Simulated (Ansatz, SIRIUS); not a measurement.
This is a calculation of AlPt for SIRIUS 7.10.0. Measurements of this composition are mostly on another form, of space group No. 198.

sirius.json

```json
{
  "control": {
    "processing_unit": "cpu",
    "verbosity": 2,
    "num_bands_to_print": 18,
    "print_forces": true,
    "print_stress": true
  },
  "parameters": {
    "electronic_structure_method": "pseudopotential",
    "xc_functionals": ["XC_GGA_X_PBE_SOL", "XC_GGA_C_PBE_SOL"],
    "gk_cutoff": 9.2,
    "pw_cutoff": 18.4,
    "ngridk": [9, 9, 9],
    "shiftk": [0, 0, 0],
    "smearing": "fermi_dirac",
    "smearing_width": 0.0018374661,
    "num_bands": 18,
    "num_mag_dims": 0,
    "num_dft_iter": 100,
    "energy_tol": 1e-08,
    "density_tol": 1e-06
  },
  "iterative_solver": {
    "type": "davidson",
    "min_tolerance": 1e-09,
    "tolerance_scale": [0.1, 0.25]
  },
  "mixer": {
    "type": "anderson",
    "beta": 0.7,
    "max_history": 8
  },
  "settings": {
    "tol_ne": 1e-10,
    "pseudo_grid_cutoff": 6.5
  },
  "unit_cell": {
    "lattice_vectors": [
      [1.0, 0.0, 0.0],
      [0.0, 1.0, 0.0],
      [0.0, 0.0, 1.0]
    ],
    "lattice_vectors_scale": 5.8421752417,
    "atom_coordinate_units": "lattice",
    "atom_types": ["Pt", "Al"],
    "atom_files": {
      "Pt": "Pt.json",
      "Al": "Al.json"
    },
    "atoms": {
      "Pt": [
        [0.5, 0.5, 0.5]
      ],
      "Al": [
        [0.0, 0.0, 0.0]
      ]
    }
  }
}
```

Potentials or basis: PseudoDojo 0.4.1 PBEsol standard (scalar relativistic).

Run with:

```sh
$ upf_to_json Pt.upf
$ upf_to_json Al.upf
$ OMP_NUM_THREADS=1 sirius.scf --input=sirius.json --output=out.json --task=0
```

Question: Translate it to Ansatz 0.2.0. Potentials or basis there: all-electron LAPW, scalar-relativistic.

Answer: As run (cutoffs and basis follow the program's own potentials, and thresholds, step limits or extra output files can differ):

Contents of input.yaml:

```yaml
crystal:
  lattice:
    - [3.091546, 0.0, 0.0]
    - [0.0, 3.091546, 0.0]
    - [0.0, 0.0, 3.091546]
  atoms:
    - { symbol: Pt, position: [0.5, 0.5, 0.5] }
    - { symbol: Al, position: [0.0, 0.0, 0.0] }
kpoints:
  mp_grid: { grid: [9, 9, 9] }
scf:
  occupations: { method: fermi_dirac, width: 0.05 }
hamiltonian:
  xc: pbesol
  pseudopotentials: { kind: all_electron, lapw: { basis_error: 0.001 } }
output:
  forces: true
  stress: true
  eigenvalues: true
  populations: true
```

Potentials or basis: all-electron LAPW, scalar-relativistic.

Command:

```sh
$ ansatz run input.yaml --threads 1 --pin off --max-ram 3072MiB --backend cpu --events-out ev --progress --plain --runs-dir out
```

Both were run:

|  | SIRIUS | Ansatz |
| --- | --- | --- |
| Pressure | -6.0 GPa | -5.7 GPa |

Where Ansatz's input types no cutoff or centring, it takes its own default and a Γ-centred mesh.

Pressure is positive in compression.
